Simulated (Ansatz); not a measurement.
**Moving the fixed moment of the cell in Co**

It takes space group P6_3/mmc (No. 194, hexagonal). The conventional cell has a = 2.472 Å, b = 2.472 Å, c = 4.021 Å, α = 90.00°, β = 90.00°, γ = 120.00°. Co (site symmetry -6m2) has 12 Co at 2.47 Å as nearest neighbours.

Kept alike: task single point; functional PBE; k mesh 10 × 10 × 6; occupations fermi-dirac, width 0.05 eV. Program: Ansatz, Ansatz PAW, cutoff 420 eV. The mesh is that of the run's cell of 2 atoms. No spin-orbit coupling.

```csv
"fixed moment of cell, M (μB)",pressure (GPa),largest site moment (μB),free energy over the lowest row (meV/atom)
0,-7.02,0.00,202.94
1,-6.04,0.53,171.60
2,-2.65,1.06,97.95
3,3.02,1.58,0.00
4,13.45,2.02,131.33
5,29.16,2.41,717.46
6,52.02,2.79,1900.76
```

Pressure is positive in compression, with a Pulay correction for the finite cutoff. For a metal such a mesh leaves the last digits unconverged. The runs hold the magnetic state that their start led to, which needn't be the lowest. Site moments count inside each atom's sphere or projector.

Task: What does the fixed moment of the cell change here?

Result: The pressure rises from -7.02 to 52.02 GPa between 0 and 6 μB. The largest site moment rises from 0.00 to 2.79 μB between 0 and 6 μB. The free energy is lowest at 3, and 1900.76 meV an atom higher at 6.
